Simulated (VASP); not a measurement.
A run of VASP 6.6.1 is set up as follows.

The input INCAR:

```
  PREC = Accurate
  ENCUT = 600
  EDIFF = 1E-7
  ISMEAR = 0
  SIGMA = 0.01
  LREAL = F
  LASPH = T
  NELM = 100
  ALGO = Normal
  ISIF = 3
  LWAVE = F
  LCHARG = F
  GGA = PS
  IBRION = 2
  NSW = 80
  EDIFFG = -0.01
```

KPOINTS

```
regular mesh
0
Gamma
  7 7 4
```

File POSCAR:

```
Mg3Sb2
1.0
    4.5820000000      0.0000000000      0.0000000000
   -2.2910000000      3.9681284000      0.0000000000
    0.0000000000      0.0000000000      7.2440000000
Mg Sb
3 2
Direct
    0.3333333300      0.6666666700      0.6300000000
    0.6666666700      0.3333333300      0.3700000000
    0.0000000000      0.0000000000      0.0000000000
    0.3333333300      0.6666666700      0.2350000000
    0.6666666700      0.3333333300      0.7650000000
```

Potentials or basis: VASP PAW PBE potentials, release 64 (Mg, Sb).

Run with:

```bash
$ cat potpaw_PBE.64/Mg/POTCAR potpaw_PBE.64/Sb/POTCAR > POTCAR
$ mpirun -np 1 vasp_std > vasp.out
```

Task: Predict the relaxed volume.

Result: 25.78 Å³/atom.

Task: What does it give for the relaxed cell?

Result: a = 4.554 Å, b = 4.554 Å, c = 7.178 Å, α = 90.00°, β = 90.00°, γ = 120.00°.

Task: Predict the band gap on the k mesh.

Result: 0.18 eV, indirect (least direct gap 1.09 eV).

Step by step:
| step | energy change (eV) | largest force (eV/Å) | pressure (GPa) | volume (Å³) |
| --- | --- | --- | --- | --- |
| 1 | 0.0000 | 0.4749 | -0.38 | 131.71 |
| 2 | -0.0231 | 0.3320 | -0.14 | 130.53 |
| 3 | -0.0360 | 0.1082 | 0.34 | 128.61 |
| 4 | -0.0425 | 0.0326 | -0.09 | 129.42 |
| 5 | -0.0428 | 0.0298 | -0.19 | 129.62 |
| 6 | -0.0439 | 0.0085 | 0.05 | 128.90 |

Caveat: the PAW data sets were made with another functional, which shifts forces and pressure a little; spin-orbit coupling is left out, which moves the levels of the heavy elements; an odd mesh through Γ misses points on the zone boundary, where band edges often lie. As with any semilocal functional, this PBEsol gap is likely too small.
